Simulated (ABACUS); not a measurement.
## HfC under changes of volume

One of the cells (12.568 Å³/atom); the others are scaled copies at fixed shape and fractional positions:

```
Hf C
1.0
     0.00000    2.32500    2.32500
     2.32500    0.00000    2.32500
     2.32500    2.32500    0.00000
Hf C
1 1
Cartesian
  2.3250 2.3250 2.3250
  0.0000 0.0000 0.0000
```

- Program: ABACUS 3.10.1
- Functional: PBE
- Potentials or basis: PseudoDojo NC SR 0.4.1 PBE standard
- Cutoff: 1116 eV
- Density cutoff: 4463 eV
- Basis: plane waves
- k mesh: 10 × 10 × 10
- Occupations: fermi-dirac, width 0.05 eV
- Spin: no spin polarisation

```tsv
volume (Å³/atom)	energy over the lowest point (meV/atom)	pressure (GPa)
11.814	39.41	17.1
12.065	17.40	11.0
12.317	4.55	5.4
12.568	0.00	0.4
12.819	2.95	-4.1
13.071	?	?
13.322	28.53	-12.0
```

What does the run at 13.071 Å³/atom give?

Energy over the lowest point 12.67 meV/atom; pressure -8.3 GPa.

Worked out: A Birch-Murnaghan fit of order 3 (a polynomial in V^(-2/3)) to the other rows has its minimum at 12.59 Å³/atom with B0 = V·E''(V) = 237 GPa and B' = 4.1. It gives 12.70 meV/atom at 13.071 Å³/atom, against the run's 12.67, and -dE/dV = -8.2 GPa, against -8.3.

Energies are extrapolated to zero smearing.
